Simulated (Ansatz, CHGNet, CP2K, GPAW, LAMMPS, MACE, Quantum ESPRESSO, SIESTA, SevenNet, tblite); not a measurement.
# Which run comes nearest? Liquid Al2O3 at 2500 K (95 atoms)

Density of this cell: 2.81 g/cm³. The cell holds 95 atoms: 38 Al and 57 O. Cell: a = 10.461 Å, b = 10.461 Å, c = 10.461 Å, α = 90.0°, β = 90.0°, γ = 90.0°. 95 atoms (38 Al, 57 O) placed at random at 2.81 g/cm³, melted at 4500 K for 20 ps at fixed volume with the Morse and Coulomb pair potential with partial charges (Pedone, Malavasi, Menziani, Cormack and Segre, J. Phys. Chem. B 110, 11780 (2006)). Snapshot at the end of a hold of 20 ps at 2500 K and fixed volume.

Geometry: as built.

The reference, a calculation:

- method: Kohn-Sham DFT, PBE, SSSP efficiency 1.3.0 pseudopotentials, plane waves (Quantum ESPRESSO 7.5); sssp-pbe-1.3.0-efficiency, cutoffs 60/480 Ry, Γ point
- r.m.s. force component: 2.806 eV/Å
- longest force: 14.18 eV/Å
- pressure: 4.765 GPa
- gap (highest filled to lowest empty level): 1.41 eV
- time: 3.1 min on 4 MPI ranks of Arm Neoverse V2, shared host
- CPU time: 12 min

**Question.** The same geometry is run in other programs. How far does each lie from the reference, and what does it cost?
- CHGNet r2SCAN potential (CHGNet r2SCAN; 1 thread)
- SIESTA PBE, DZP, shift 0.01 Ry, mesh 500 Ry (SIESTA 5.4.2; 2 MPI ranks)
- QE PBE, sssp-1.3.0-efficiency, 35/280 Ry (Quantum ESPRESSO 7.5; 2 MPI ranks)
- tblite GFN1-xTB (tblite 0.8.0; 1 thread)
- SevenNet 0 potential (SevenNet 0; 1 thread)
- CP2K PBE, DZVP-MOLOPT-SR, 600/50 Ry, OT DIIS (CP2K 2026.2; 4 MPI ranks)
- MACE MPA-0 medium potential (MACE MPA-0 medium; 1 thread)
- CP2K PBE, SZV-MOLOPT-SR, 600/50 Ry, OT DIIS (CP2K 2026.2; 2 threads)
- GPAW PBE, LCAO dzp, h 0.18 Å, other mixer settings (GPAW 26.7.0; 2 MPI ranks)
- GPAW PBE, LCAO szp(dzp), h 0.18 Å (GPAW 26.7.0; 1 thread)

Differences are against the plane-wave reference, forces as r.m.s. over components; share is that over the reference's r.m.s. force, slope the least-squares factor from reference forces to these. Total energies of different programs have different zeros and aren't compared.

| run | Δ force, r.m.s. (meV/Å) | share (%) | slope | Δ pressure (GPa) | Δ gap (eV) | cores | CPU time | memory (GiB) |
| --- | --- | --- | --- | --- | --- | --- | --- | --- |
| reference | - | - | - | - | - | 4 | 12 min | 4.2 |
| CHGNet r2SCAN potential | 594 | 21.2 | 0.813 | -7.09 | - | 1 | 3.3 s | 1.4 |
| SIESTA PBE, DZP, shift 0.01 Ry, mesh 500 Ry | 214 | 7.64 | 1.054 | 2.20 | -0.0751 | 2 | 9.7 min | 2.9 |
| QE PBE, sssp-1.3.0-efficiency, 35/280 Ry (coarse) | 10.0 | 0.357 | 1.000 | -11.3 | -0.0086 | 2 | 6.2 min | 1.8 |
| tblite GFN1-xTB | 810 | 28.9 | 0.767 | 16.1 | - | 1 | 7.8 s | 0.13 |
| SevenNet 0 potential | 162 | 5.78 | 0.976 | -1.00 | - | 1 | 6.9 s | 1.0 |
| CP2K PBE, DZVP-MOLOPT-SR, 600/50 Ry, OT DIIS | 181 | 6.46 | 0.951 | -1.13 | -0.0786 | 4 | 9.7 min | 2.8 |
| MACE MPA-0 medium potential | 139 | 4.95 | 0.972 | -0.153 | - | 1 | 7.5 s | 1.2 |
| CP2K PBE, SZV-MOLOPT-SR, 600/50 Ry, OT DIIS (coarse) | 598 | 21.3 | 1.123 | 14.2 | -0.537 | 2 | 5.4 min | 1.6 |
| GPAW PBE, LCAO dzp, h 0.18 Å, other mixer settings | 283 | 10.1 | 1.065 | - | -0.109 | 2 | 7.1 min | 2.2 |
| GPAW PBE, LCAO szp(dzp), h 0.18 Å (coarse) | 278 | 9.92 | 1.064 | - | -0.213 | 1 | 3.8 min | 1.9 |

Rows marked coarse were listed beforehand as settings not expected to be converged; some can still land near the reference.

Times of the machine-learned potentials are mostly Python's start and the loading of weights.

CPU time is summed over cores on a shared host, where runs went side by side, so it is rough. Symmetry, cutoffs, thresholds, outputs and thread counts weren't matched or tuned between programs; memory under MPI is the largest rank's times the ranks.

The PBE runs in local orbitals, coarse settings apart, differ by 6.5 % (CP2K PBE, DZVP-MOLOPT-SR, 600/50 Ry, OT DIIS) to 10 % (GPAW PBE, LCAO dzp, h 0.18 Å, other mixer settings); basis, grid and potentials can all enter. Tight binding differs by 29 % (tblite GFN1-xTB); it is another model, with fitted parameters of its own, and the xTB methods hold dispersion. Machine-learned potentials differ by 5.0 % (MACE MPA-0 medium potential) to 21 % (CHGNet r2SCAN potential); they were trained on other programs' data, some at another functional. Runs with settings chosen to be coarse differ by 0.36 % (QE PBE, sssp-1.3.0-efficiency, 35/280 Ry) to 21 % (CP2K PBE, SZV-MOLOPT-SR, 600/50 Ry, OT DIIS), their programs' other errors included. Periodic xTB results under one method name differ between programs and library versions. Machine-learned potentials mimic data converged in k, so the reference's own k-point error enters their differences. The network of bonds at the start is that of the classical potential that made the cell, and needn't be the one that DFT or experiment would give. The electronic-structure runs sample only Γ, in a cell whose shortest periodic width is 10 Å.

[Hosts, paths, dates, database ids (printed as entryN), source tags and the programs' standing remarks are cut or masked in the printed files.]
